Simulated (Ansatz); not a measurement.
## What strain does to Si (lonsdaleite)

Si, lonsdaleite, relaxed with r2SCAN in the plane-wave code Ansatz. The symmetry is P6_3/mmc (No. 194, hexagonal); conventional cell a = 3.832 Å, c = 6.341 Å, 20.16 Å³ an atom. Si has 4 Si at 2.35–2.37 Å.

The axes x, y and z are those of this cell:
```xyz
4
Lattice="3.8321 0.0000 0.0000 -1.9161 3.3187 0.0000 0.0000 0.0000 6.3412" Properties=species:S:1:pos:R:3 pbc="T T T"
Si    0.0000    2.2125    0.0036
Si    1.9161    1.1062    3.1742
Si    0.0000    2.2125    2.3744
Si    1.9161    1.1062    5.5450
```

Unstrained: With PBE the valence top lies at Γ and the conduction bottom at M, 0.425 eV higher; the smallest vertical gap, at Γ, is 1.037 eV. The r2SCAN gap is indirect, 0.608 eV (Γ to M), below the direct gap of 1.362 eV at Γ. HSE06 gives an indirect gap of 0.972 eV, from Γ to M; the least direct gap is 1.696 eV at Γ. Meshes: PBE 12×12×4, r2SCAN 12×12×4, HSE06 6×6×4. Strains are changes of length per length. After each strain the atoms were relaxed again with r2SCAN within the symmetry that the strain leaves, so tilts or polar shifts that break it weren't tested; points keep the names that they have in the unstrained zone. Spin-unpolarised throughout; all numbers are computed.

Changes of the least gap in eV (an overlap counts as a negative gap):

| strain | volume change (%) | space group | PBE | r2SCAN | HSE06 | energy rise, r2SCAN (meV/atom) |
| --- | --- | --- | --- | --- | --- | --- |
| isotropic +3.0 % on every length | +9.3 | P6_3/mmc | +0.177 | +0.172 | +0.176 | 44.8 |
| epitaxial +0.5 % in the xy plane, free normal strain -0.14 % | +0.9 | P6_3/mmc | -0.001 | -0.003 | -0.002 | 0.7 |
| isotropic -0.5 % on every length | -1.5 | P6_3/mmc | -0.034 | -0.033 | -0.034 | 1.4 |
| uniaxial -0.5 % along z | -0.5 | P6_3/mmc | -0.027 | -0.028 | -0.027 | 0.4 |

Isotropic +3.0 % on every length. HSE06: the gap goes from 0.972 to 1.148 eV (+0.176 eV); with r2SCAN the top three valence levels at Γ, grouped 2+1 from the top over 377 meV, become 2+1 over 296 meV. Stress change with r2SCAN, compression positive: xx -7.03, yy -7.03, zz -7.24 GPa. For HSE06, dE_g/d ln V = 2.0 eV over this step.

Epitaxial +0.5 % in the xy plane, free normal strain -0.14 %. HSE06: the gap goes from 0.972 to 0.970 eV (-0.002 eV); with r2SCAN the top three valence levels at Γ, grouped 2+1 from the top over 377 meV, become 2+1 over 319 meV. Stress change with r2SCAN, compression positive: xx -1.18, yy -1.18, zz -0.02 GPa.

Isotropic -0.5 % on every length. HSE06: the gap goes from 0.972 to 0.938 eV (-0.034 eV); with r2SCAN the top three valence levels at Γ, grouped 2+1 from the top over 377 meV, become 2+1 over 390 meV. Stress change with r2SCAN, compression positive: xx +1.49, yy +1.49, zz +1.54 GPa. For HSE06, dE_g/d ln V = 2.3 eV over this step.

Uniaxial -0.5 % along z, other directions held. HSE06: the gap goes from 0.972 to 0.945 eV (-0.027 eV); with r2SCAN the top three valence levels at Γ, grouped 2+1 from the top over 377 meV, become 2+1 over 340 meV. Stress change with r2SCAN, compression positive: xx +0.18, yy +0.18, zz +1.14 GPa.

The meshes of the hybrids are coarse, so their gaps aren't converged to the digits shown.

The splittings at Γ are without spin-orbit coupling, which regroups them where it is of like size or larger.
